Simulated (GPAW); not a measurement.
Here is a GPAW 26.7.0 calculation.

File run.py:

```python
from ase import Atoms
from ase.filters import FrechetCellFilter
from ase.io import write
from ase.optimize import BFGS
from gpaw import GPAW, PW, setup_paths

setup_paths.insert(0, '.')

atoms = Atoms(['Ti', 'Al', 'Al', 'Al'],
              cell=[[3.95567125, 0.0, 0.0],
                    [0.0, 3.95567125, 0.0],
                    [0.0, 0.0, 3.95567125]],
              scaled_positions=[[0.0, 0.0, 0.0],
                                [0.0, 0.5, 0.5],
                                [0.5, 0.0, 0.5],
                                [0.5, 0.5, 0.0]],
              pbc=True)

calc = GPAW(mode=PW(600),
            xc='PBEsol',
            kpts={'size': (7, 7, 7), 'gamma': True},
            occupations={'name': 'fermi-dirac', 'width': 0.05},
            nbands=23,
            convergence={'density': 1e-05, 'forces': 0.0001},
            maxiter=150,
            txt='gpaw.txt')
atoms.calc = calc
opt = BFGS(FrechetCellFilter(atoms), trajectory='relax.traj', logfile='-')
done = opt.run(fmax=0.02, steps=60)
calc.write('gs.gpw')
write('result.traj', atoms)
print('Converged:', done)
print('Cell:', atoms.cell.cellpar().round(4))
print('Volume:', round(atoms.get_volume(), 4))
print(atoms.get_scaled_positions().round(5))
```

Potentials or basis: PAW data sets generated in the run's folder for this functional, pw.

Launch:

```bash
$ gpaw-setup -f PBEsol Al Ti
$ OMP_NUM_THREADS=1 python run.py
```

Question: What does it give for the space group after relaxing (to 0.05 Å)?

Answer: Pm-3m (No. 221).

Question: What does it give for the band gap on the k mesh?

Answer: None (metal or under the smearing width).

Question: Predict the relaxed cell.

Answer: a = 3.950 Å, b = 3.950 Å, c = 3.950 Å, α = 90.00°, β = 90.00°, γ = 90.00°.

Question: Predict the relaxed volume.

Answer: 15.41 Å³/atom.

Final structure:
```cif
data_structure
_symmetry_space_group_name_H-M 'P 1'
_symmetry_Int_Tables_number 1
_cell_length_a 3.9503
_cell_length_b 3.9503
_cell_length_c 3.9503
_cell_angle_alpha 90.000
_cell_angle_beta 90.000
_cell_angle_gamma 90.000
_cell_volume 61.64
loop_
_atom_site_label
_atom_site_type_symbol
_atom_site_fract_x
_atom_site_fract_y
_atom_site_fract_z
_atom_site_occupancy
Ti1 Ti 0.00000 0.00000 0.00000 1
Al1 Al 0.00000 0.50000 0.50000 1
Al2 Al 0.50000 0.00000 0.50000 1
Al3 Al 0.50000 0.50000 0.00000 1
```

Caveat: later steps reuse the first step's grids.
